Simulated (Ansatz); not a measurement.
Set up this calculation in Ansatz 0.2.0, as the native input.

```yaml
Task: relaxation of cell and atoms
Functional: PBEsol
Potentials_or_basis: Ansatz PAW
Cutoff: "420 eV (not typed: the program's choice for these potentials)"
k_mesh: 10 × 10 × 10
Occupations: fermi-dirac, width 0.05 eV
Spin: no spin polarisation
Target_pressure: 5 GPa
Target_pressure_GPa: 5
```

Crystal: ZrC.

```
Zr C
1.0
     0.00000    2.36500    2.36500
     2.36500    0.00000    2.36500
     2.36500    2.36500    0.00000
Zr C
1 1
Direct
  0.50000 0.50000 0.50000
  0.00000 0.00000 0.00000
```

The input as run:

input.yaml

```yaml
crystal:
  lattice:
    - [0.0, 2.365, 2.365]
    - [2.365, 0.0, 2.365]
    - [2.365, 2.365, 0.0]
  atoms:
    - { symbol: Zr, position: [0.5, 0.5, 0.5] }
    - { symbol: C, position: [0.0, 0.0, 0.0] }
hamiltonian:
  xc: pbesol
  pseudopotentials: { kind: paw }
kpoints:
  mp_grid: { grid: [10, 10, 10] }
scf:
  occupations: { method: fermi_dirac, width: 0.05 }
output:
  forces: true
  stress: true
  eigenvalues: true
  write_density: true
  write_potential: true
  elf: true
  volumetric_format: npy
relax:
  f_tol: 0.01
  max_steps: 40
  cell: { stress_tol: 0.05, p_target: 5.0 }
```

Potentials or basis: Ansatz PAW.

Command:

```bash
$ ansatz run input.yaml --threads 2 --pin off --max-ram 5632MiB --backend cpu --events-out ev --progress --plain --runs-dir out
```

Results of the run:

| Quantity | Value |
| --- | --- |
| Relaxed volume | 12.47 Å³/atom |
| Relaxed cell | a = 3.279 Å, b = 3.279 Å, c = 3.279 Å, α = 60.00°, β = 60.00°, γ = 60.00° |
| Space group after relaxing (to 0.05 Å) | Fm-3m (No. 225) |
| Energy change on relaxing (the enthalpy is what falls) | -9.9 meV/atom |
| Ionic steps | 6 |
| Pressure after relaxing | 5.0 GPa |
| Band gap on the k mesh | none (metal or under the smearing width) |

Caveat: the plane-wave basis is chosen anew once the cell has moved, so the energies of steps on either side of that aren't comparable; the PAW data sets come from PBE, with cores solved anew for the run's functional, which leaves a small shift of forces and pressure.

Run time: 4 s on 2 threads of Arm Neoverse V2, with other jobs on the host, peak memory 0.3 GiB.
